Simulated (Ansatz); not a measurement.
# AlFe: the cost of one run

Method: DFT PBE, with the methods named in each step, in Ansatz 0.2.0.

## 1. The starting structure

The structure is trigonal, space group R-3m (No. 166). Conventional cell: a = 4.157 Å, b = 4.157 Å, c = 4.939 Å, α = 90.00°, β = 90.00°, γ = 120.00°. Around Al (site symmetry -3m) lie 8 Fe at 2.47 to 2.54 Å. Fe (site symmetry -3m) is surrounded by 8 Al at 2.47 to 2.54 Å.

Structure file:

```
Al Fe
1.0
     2.91030   -0.02925   -0.02925
    -0.02925    2.91030   -0.02925
    -0.02925   -0.02925    2.91030
Al Fe
1 1
Direct
  0.00000 0.00000 0.00000
  0.50000 0.50000 0.50000
```

Atoms are numbered in the order of the input: Al1, Fe2.

## 2. Collinear moments without spin-orbit coupling, PAW

input.yaml reads:

```yaml
crystal:
  lattice:
    - [2.9102959362, -0.0292479683, -0.0292479683]
    - [-0.0292479683, 2.9102959362, -0.0292479683]
    - [-0.0292479683, -0.0292479683, 2.9102959362]
  atoms:
    - { symbol: Al, position: [0.0, 0.0, 0.0] }
    - { symbol: Fe, position: [0.5, 0.5, 0.5], spin: 3.0 }
magnetization:
  spin_polarized: true
kpoints:
  mp_grid: { grid: [8, 8, 8] }
scf:
  occupations: { method: fermi_dirac, width: 0.025 }
  lower_state_search: "off"
hamiltonian:
  xc: pbe
  pseudopotentials: { kind: paw }
output:
  forces: true
  stress: true
  eigenvalues: true
```

On the command line:

```bash
> ansatz run input.yaml --threads 3 --pin off --max-ram 6144MiB --backend cpu --events-out ev --progress --plain --runs-dir out
```

**Question.** How long does this run take on 3 threads of Arm Neoverse V1, shared host, and how much memory does it need?

About 2.6 s, with a peak of 0.3 GiB.
